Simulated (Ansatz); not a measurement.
# Ag under changes of volume

One of the cells (17.048 Å³/atom); the others are scaled copies at fixed shape and fractional positions:

```
Ag
1.0
     0.00000    2.04275    2.04275
     2.04275    0.00000    2.04275
     2.04275    2.04275    0.00000
Ag
1
Direct
  0.00000 0.00000 0.00000
```

| Item | Value |
| --- | --- |
| Program | Ansatz 0.2.0 |
| Functional | HF |
| Potentials or basis | Ansatz PAW |
| Cutoff | 420 eV (not typed: the program's choice for these potentials) |
| k mesh | 6 × 6 × 6 |
| Occupations | fermi-dirac, width 0.05 eV |
| Spin | no spin polarisation |

```tsv
volume (Å³/atom)	energy over the lowest point (meV/atom)	pressure (GPa)
16.025	?	?
16.366	242.41	26.4
16.707	189.70	23.2
17.048	143.44	20.3
17.389	70.36	18.8
17.730	32.85	16.5
18.071	0.00	14.4
```

**Question.** What does the run at 16.025 Å³/atom give?

**Answer.** Energy over the lowest point 302.58 meV/atom; pressure 30.0 GPa.

The energies don't lie on one smooth curve, so no fit is given. The run at 17.389 Å³/atom lies farthest off, from a change of basis, grid or state.

Energies are extrapolated to zero smearing.

Caveats: all runs use coarse meshes; the PAW data sets come from PBE, with cores solved anew for the run's functional, which leaves a small shift of forces and pressure; the thresholds are loose for stress.
